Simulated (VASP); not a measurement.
A run of VASP 6.6.1 is set up as follows.

The input INCAR:

```
  PREC = Accurate
  ENCUT = 520
  EDIFF = 1E-6
  ISMEAR = -1
  SIGMA = 0.1
  LREAL = F
  LASPH = T
  NELM = 80
  ALGO = Normal
  ISIF = 2
  LWAVE = F
  LCHARG = F
  GGA = PS
  NBANDS = 9
```

Contents of KPOINTS:

```
regular mesh
0
Gamma
  18 18 18
```

File POSCAR:

```
Se
1.0
    2.7861814191      0.0000000000      0.0000000000
    0.0000000000      2.7861814191      0.0000000000
    0.0000000000      0.0000000000      2.7861814191
Se
1
Direct
    0.0000000000      0.0000000000      0.0000000000
```

Potentials or basis: VASP PAW PBE potentials, release 64 (Se).

Run with:

```sh
$ cat potpaw_PBE.64/Se/POTCAR > POTCAR
$ mpirun -np 1 vasp_std > vasp.out
```

(1) What does it give for the pressure?

(2) What does it give for the band gap on the k mesh?

Results:

(1) 0.2 GPa.

(2) none (metal or under the smearing width).

Caveat: the PAW data sets were made with another functional, which shifts forces and pressure a little.
